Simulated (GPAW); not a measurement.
# In (I4/mmm) in GPAW: a series of runs

One crystal, In, is run at these levels: PBE, BLYP; tasks: single point.

Everything below comes from runs of GPAW 26.7.0. Logs are shortened: lines on timing, memory, paths and dates and some standing lists are left out, and cuts for length are marked. The log counts tension as positive stress, the text compression.

## (1) The crystal as given

It takes space group I4/mmm (No. 139, tetragonal). Conventional cell: a = 3.251 Å, b = 3.251 Å, c = 4.947 Å, α = 90.00°, β = 90.00°, γ = 90.00°. Around In (site symmetry 4/mmm) lie 12 In at 3.25 to 3.38 Å.

## (2) Single point, PBE

The input, run.py:

```python
from ase.dft.bandgap import bandgap
from ase.io import write
from ase.spacegroup import crystal
from ase.units import GPa
from gpaw import GPAW, PW

# In 2a
atoms = crystal(['In'],
                basis=[[0.0, 0.0, 0.0]],
                spacegroup=139, setting=1,  # I4/mmm
                cellpar=[3.25094, 3.25094, 4.9474, 90.0, 90.0, 90.0],
                primitive_cell=True)

calc = GPAW(mode=PW(500),
            xc='PBE',
            kpts={'size': (9, 9, 9), 'gamma': True},
            occupations={'name': 'fermi-dirac', 'width': 0.05},
            nbands=14,
            maxiter=120,
            txt='gpaw.txt')
atoms.calc = calc
energy = atoms.get_potential_energy()
forces = atoms.get_forces()
stress = atoms.get_stress()
calc.write('gs.gpw')
write('result.traj', atoms)
print(f'Energy: {energy:.6f} eV')
print('Forces (eV/A):')
print(forces.round(4))
print('Stress (GPa):', (stress / GPa).round(3))
print('Fermi level:', round(calc.get_fermi_level(), 4), 'eV')
print(f'Gap: {bandgap(calc)[0]:.4f} eV, direct: {bandgap(calc, direct=True)[0]:.4f} eV')
```

Potentials or basis: GPAW PAW data sets (gpaw-data 1.2.1), pw.

Command:

```console
OMP_NUM_THREADS=1 python run.py
```

gpaw.txt:

```text
__  _  _
 | _ |_)|_||  |
 |__||  | ||/\| - 26.7.0

Input parameters:
  mode=PW(ecut=500.0),
  kpts=MonkhorstPack(size=(9, 9, 9), gamma=True),
  maxiter=120,
  nbands=14,
  occupations=Occupations(name='fermi-dirac', width=0.05),
  xc=XC(name='PBE')

Diagonalizing LCAO Hamiltonian
Converting LCAO to pw mode

       In

Atoms  # Å, Bohr magnetons
|   | symbol |        x |        y |        z |    initial magnetic moments |
|---|--------|----------|----------|----------|-----------------------------|
| 0 |     In | 0.000000 | 0.000000 | 0.000000 | ( 0.0000,  0.0000,  0.0000) |

Unit cell  # Å
| periodic |         x |         y |         z |  lengths |     angles |
|----------|-----------|-----------|-----------|----------|------------|
|      yes | -1.625470 |  1.625470 |  2.473700 | 3.376906 | 122.452932 |
|      yes |  1.625470 | -1.625470 |  2.473700 | 3.376906 | 122.452932 |
|      yes |  1.625470 |  1.625470 | -2.473700 | 3.376906 |  85.801437 |

Number of symmetries: 16
Symmetry operations  # r_c * U_cc + t_c -> r_c
|    | kind |            matrix            |
|----|------|------------------------------|
|  0 |  σ   |  1, 1, 1,  0, 0,-1,  0,-1, 0 |
|  1 |  C4  |  1, 1, 1,  0, 0,-1, -1, 0, 0 |
|  2 |  E   |  1, 0, 0,  0, 1, 0,  0, 0, 1 |
|  3 |  σ   |  1, 0, 0,  0, 1, 0, -1,-1,-1 |
|  4 |  σ   |  0, 1, 0,  1, 0, 0,  0, 0, 1 |
|  5 |  C2  |  0, 1, 0,  1, 0, 0, -1,-1,-1 |
|  6 |  C2  |  0, 0, 1, -1,-1,-1,  1, 0, 0 |
|  7 |  S4  |  0, 0, 1, -1,-1,-1,  0, 1, 0 |
|  8 |  C4  |  0, 0,-1,  1, 1, 1,  0,-1, 0 |
|  9 |  σ   |  0, 0,-1,  1, 1, 1, -1, 0, 0 |
| 10 |  σ   |  0,-1, 0, -1, 0, 0,  1, 1, 1 |
| 11 |  C2  |  0,-1, 0, -1, 0, 0,  0, 0,-1 |
| 12 |  C2  | -1, 0, 0,  0,-1, 0,  1, 1, 1 |
| 13 |  i   | -1, 0, 0,  0,-1, 0,  0, 0,-1 |
| 14 |  S4  | -1,-1,-1,  0, 0, 1,  1, 0, 0 |
| 15 |  C2  | -1,-1,-1,  0, 0, 1,  0, 1, 0 |

BZ-sampling:
  Number of BZ points: 729
  Number of IBZ points: 75

  Monkhorst-Pack size: [9, 9, 9]
  Monkhorst-Pack shift: [0, 0, 0]

K-points  # in reciprocal-cell coordinates
|     |                                coordinates |     weight |
|-----|--------------------------------------------|------------|
|   0 | (  0.00000000,   0.00000000,   0.00000000) | 0.00137174 |
|   1 | (  0.11111111,  -0.11111111,   0.00000000) | 0.00548697 |
|   2 | (  0.11111111,  -0.11111111,   0.11111111) | 0.00548697 |
|   3 | (  0.11111111,   0.00000000,   0.00000000) | 0.01097394 |
|   4 | (  0.11111111,   0.11111111,  -0.11111111) | 0.00274348 |
|   5 | (  0.22222222,  -0.22222222,   0.00000000) | 0.00548697 |
|   6 | (  0.22222222,  -0.22222222,   0.11111111) | 0.01097394 |
|   7 | (  0.22222222,  -0.22222222,   0.22222222) | 0.00548697 |
|   8 | (  0.22222222,  -0.11111111,   0.00000000) | 0.02194787 |
|   9 | (  0.22222222,  -0.11111111,   0.11111111) | 0.01097394 |
| ... |                                            |            |
|  74 | (  0.44444444,   0.44444444,   0.44444444) | 0.01097394 |

Plane wave coefficients: 673
Cutoff: 500.0 eV

Spin-components: 1 (collinear spins)
Bands:           14
Projectors:      6
Spin-degeneracy: 2
Datatype:        complex128

Parallelization:
  kpt:    1
  domain: 1
  band:   1

Density:
  Valence electrons: 13.0
  Components: 1
  Grid points: [18 18 18]
  Charge: 0.0  # |e|

Potential:
  Grid points: [18 18 18]

species:
  In:
    name:    Indium
    Z:       49.0
    valence: 13
    core:    36
    charge:  0.0  # [|e|]
    compensation charges:
      type: gauss
      rc: 0.36  # [Å]
      lmax: 2
    cutoffs:
      filter: 2.09  # [Å]
      core: 2.48  # [Å]
    projectors
    | kind |    occ | energy [eV] | rcut [Å] |
    |------|--------|-------------|----------|
    |   5s |  2.000 |      -8.203 |    1.185 |
    |   5p |  1.000 |      -2.521 |    1.244 |
    |   4d | 10.000 |     -18.629 |    1.148 |
    |    s |        |      19.008 |    1.185 |
    |    p |        |      24.691 |    1.244 |
    |    d |        |       8.583 |    1.148 |

    Using partial waves for In as LCAO basis

Reference energy: -159975.419660  # eV

eigensolver:
  PPCG
  Converge bands: occupied
  niter=2

density mixing:
  MSR1-Mixer
  Pratt-step length: 0.05
  Maximum mixing coefficient: 0.75
  Old densities: 10
  SVD Regularization: 0.005
  Good broyden scale: 1.0
  Trust region scale: 1.0
  Backstep threshold: 4.0
  History deletion threshold: 6.0
  Fourier metric: weight=20.0, sigma=0.015

occupation numbers:
  Fermi-Dirac:
    width: 0.0500  # eV

poisson solver:
  ecut: 4000.0  # eV

xc functional:
  name: PBE with 2 nearest neighbor stencil

convergence criteria:
- Maximum [total energy] change in last 3 cyles: 0.0005 eV / valence electron
- Maximum integral of absolute [dens]ity change: 0.0001 electrons / valence electron
- Maximum integral of absolute [eigenst]ate change: 4e-08 eV^2 / valence electron
maximum number of iterations: 120

SCF iterations
|iter     | |      energy | eigst |  dens |
|---------|-|-------------|-------|-------|
|iter:   1| |   -2.774902 | -0.59 |       |
|iter:   2| |   -2.771220 | -2.48 | -1.57 |
|iter:   3| |   -2.744214 | -2.71 | -1.61 |
|iter:   4| |   -2.743836 | -3.69 | -2.08 |
|iter:   5| |   -2.743980c| -4.42 | -2.66 |
|iter:   6| |   -2.743986c| -6.17 | -3.71 |
|iter:   7| |   -2.743986c| -7.07 | -4.25c|
|iter:   8| |   -2.743986c| -8.18c| -5.26c|

Converged in 8 steps
Energy contributions relative to reference atoms: (reference = -159975.419660)

Energy contributions:
  Kinetic:          11.854000
  Coulomb:         -10.807490
  Zero:              0.188560
  External:          0.000000
  Xc:               -3.976499
  Entropy:          -0.005114
  Spinorbit:         0.000000
  ----------------------------
  Free energy:      -2.746543
  Extrapolated:     -2.743986

dipole moment: (-5.491379, -5.491379, -8.356983)  # |e|*Ang

Fermi level: 7.043
Eigenvalues  # (at kpt = [0.000, 0.000, 0.000])
| band index |      eig [eV] | occ [0-2] |
|------------|---------------|-----------|
|          0 |        -7.626 |     2.000 |
|          1 |        -7.521 |     2.000 |
|          2 |        -7.521 |     2.000 |
|          3 |        -7.439 |     2.000 |
|          4 |        -7.331 |     2.000 |
|          5 |        -2.561 |     2.000 |
|          6 |        17.507 |     0.000 |
|          7 |        17.507 |     0.000 |
|          8 |        17.673 |     0.000 |
|          9 |        18.638 |     0.000 |
|         10 |        20.932 |     0.000 |
|         11 |        21.063 |     0.000 |
|         12 |        21.063 |     0.000 |
|         13 |        22.381 |     0.000 |

No gap
No difference between direct/indirect transitions

Forces  # eV/Ang
|       x |       y |        z |
|---------|---------|----------|
| 0.00000 | 0.00000 | -0.00000 |  # In   0

Stress tensor  # eV/Ang^3
|         x |         y |         z |
|-----------|-----------|-----------|
| -0.006067 |  0.000000 |  0.000000 |
|  0.000000 | -0.006067 |  0.000000 |
|  0.000000 |  0.000000 | -0.006871 |

# Writing to gs.gpw (mode='')
```

Wall time 14 s (1 thread of Arm Neoverse V1, shared host); peak memory 0.14 GiB.

What came out:

```
Free energy            : -2.7465 eV
Pressure               : 1.0 GPa
Band gap on the k mesh : none (metal or under the smearing width)
```

Stress tensor (GPa, compression positive):
```
0.97 0.00 0.00
0.00 0.97 0.00
0.00 0.00 1.10
```

Levels at points of the mesh, in eV from the Fermi level:
| k point | band 3 | band 4 | band 5 | band 6 | band 7 | band 8 | band 9 | band 10 |
| --- | --- | --- | --- | --- | --- | --- | --- | --- |
| (0.00, 0.00, 0.00) | -14.56 | -14.48 | -14.37 | -9.60 | 10.46 | 10.46 | 10.63 | 11.59 |

Caveat: the cutoff is short for stress and forces, so pressures can be off by a GPa or more.

## (3) Single point, BLYP

The input, run.py:

```python
from ase.dft.bandgap import bandgap
from ase.io import read, write
from ase.units import GPa
from gpaw import GPAW, PW, setup_paths

setup_paths.insert(0, '.')

atoms = read('POSCAR')

calc = GPAW(mode=PW(500),
            xc='BLYP',
            kpts={'size': (9, 9, 9), 'gamma': True},
            occupations={'name': 'fermi-dirac', 'width': 0.05},
            nbands=14,
            eigensolver={'name': 'davidson', 'niter': 2},
            maxiter=120,
            txt='gpaw.txt')
atoms.calc = calc
energy = atoms.get_potential_energy()
forces = atoms.get_forces()
stress = atoms.get_stress()
calc.write('gs.gpw')
write('result.traj', atoms)
print(f'Energy: {energy:.6f} eV')
print('Forces (eV/A):')
print(forces.round(4))
print('Stress (GPa):', (stress / GPa).round(3))
print('Fermi level:', round(calc.get_fermi_level(), 4), 'eV')
print(f'Gap: {bandgap(calc)[0]:.4f} eV, direct: {bandgap(calc, direct=True)[0]:.4f} eV')
```

The input, POSCAR:

```
In
1.0
   -1.6254700000      1.6254700000      2.4737000000
    1.6254700000     -1.6254700000      2.4737000000
    1.6254700000      1.6254700000     -2.4737000000
In
1
Direct
    0.0000000000      0.0000000000      0.0000000000
```

Potentials or basis: PAW data sets generated in the run's folder for this functional, pw.

Command:

```console
gpaw-setup -f BLYP In
OMP_NUM_THREADS=1 python run.py
```

Wall time 13 s (1 thread of Arm Neoverse V2, shared host); peak memory 0.14 GiB.

Results (log left out):

```yaml
Free_energy: -1.9550 eV
Pressure: 5.2 GPa
Band_gap_on_the_k_mesh: none (metal or under the smearing width)
```

Stress tensor (GPa, compression positive):
```
5.40 0.00 0.00
0.00 5.40 0.00
0.00 0.00 4.78
```

Levels at points of the mesh, in eV from the Fermi level:
| k point | band 2 | band 3 | band 4 | band 5 | band 6 | band 7 | band 8 | band 9 | band 10 |
| --- | --- | --- | --- | --- | --- | --- | --- | --- | --- |
| (0.00, 0.00, 0.00) | -14.60 | -14.60 | -14.52 | -14.41 | -9.57 | 10.29 | 10.29 | 10.43 | 11.96 |

Caveat: the cutoff is short for stress and forces, so pressures can be off by a GPa or more.
